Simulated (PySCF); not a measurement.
Molecule: Pyrrolidine (eq and ax) (SMILES C1CCNC1).

Cartesian coordinates in Å; atom numbers follow the order of the lines, from 1:
```xyz
14

C    -0.086   -1.181   -0.022
C     1.143   -0.258    0.126
C     0.532    1.151    0.272
N    -0.767    1.111   -0.376
C    -1.287   -0.205   -0.041
H    -0.033   -1.763   -0.954
H    -0.166   -1.908    0.801
H     1.777   -0.307   -0.774
H     1.782   -0.531    0.979
H     0.385    1.387    1.341
H     1.161    1.950   -0.148
H    -0.635    1.169   -1.385
H    -2.084   -0.503   -0.739
H    -1.744   -0.157    0.963
```

Geometry PBE0-D3(BJ)/def2-SVP throughout; GIAO in PySCF 2.14.0 with density-fitted response routines, gas phase, one conformer, non-relativistic; equivalent atoms averaged; functional PBE0.

**Question.** How do the shifts δ (against TMS, NH3 at the same level) depend on the basis set? (ppm; last column core-seconds on shared hosts with different chips, so compare them loosely)

**Answer.** 
```
    basis set  functions  C3/C5  C1/C2    N4  H10/H11/H13/H14  H6/H7/H8/H9    H12  core-s
       STO-3G         34   48.1   32.3  24.7             1.79         1.21  -0.17     2.3
        6-31G         63   48.0   26.9  47.8             2.82         1.51   0.11     4.7
     pcSseg-0         63   51.9   27.3  51.3             2.74         1.40  -0.86     4.4
       6-31G*         88   47.6   26.2  45.4             2.68         1.47   0.19     6.2
     def2-SVP        115   47.7   25.4  53.7             2.47         1.25  -0.06     7.6
      cc-pVDZ        115   49.5   27.5  58.3             2.58         1.36   0.00     9.8
     pcSseg-1        130   50.9   27.1  62.5             2.66         1.40   0.12     9.4
6-311+G(2d,p)        189   50.4   26.8  61.7             2.74         1.49   0.35      16
  aug-cc-pVDZ        196   49.2   26.6  59.2             2.80         1.56   0.57      21
    def2-TZVP        209   51.4   27.3  63.8             2.74         1.51   0.28      18
     IGLO-III        265   52.4   28.1  62.7             2.78         1.54   0.49      34
      cc-pVTZ        276   51.0   27.4  63.7             2.73         1.52   0.38      36
     pcSseg-2        306   53.0   28.4  63.3             2.78         1.54   0.55      48
```

**Question.** Which nucleus moves most, in ppm?

**Answer.** N4 (amine nitrogen): from 24.7 ppm with STO-3G to 63.8 ppm with def2-TZVP. The smallest spread is 0.35 ppm, at H6/H7/H8/H9. Proton shifts span only some 12 ppm, so a few tenths of a ppm matter as much there as several ppm in carbon.

**Question.** Taking the largest basis, pcSseg-2 (306 functions), as the yardstick, rank the others by their worst heavy-atom deviation.

**Answer.** IGLO-III 0.6 ppm (265 functions), def2-TZVP 1.6 ppm (209 functions), cc-pVTZ 2.0 ppm (276 functions), pcSseg-1 2.1 ppm (130 functions), 6-311+G(2d,p) 2.6 ppm (189 functions), aug-cc-pVDZ 4.0 ppm (196 functions), cc-pVDZ 5.0 ppm (115 functions), def2-SVP 9.6 ppm (115 functions), pcSseg-0 12.0 ppm (63 functions), 6-31G 15.5 ppm (63 functions), 6-31G* 17.9 ppm (88 functions), STO-3G 38.6 ppm (34 functions).

A small basis that lands close on one nucleus may do so by chance; judge by the trend and by all nuclei.
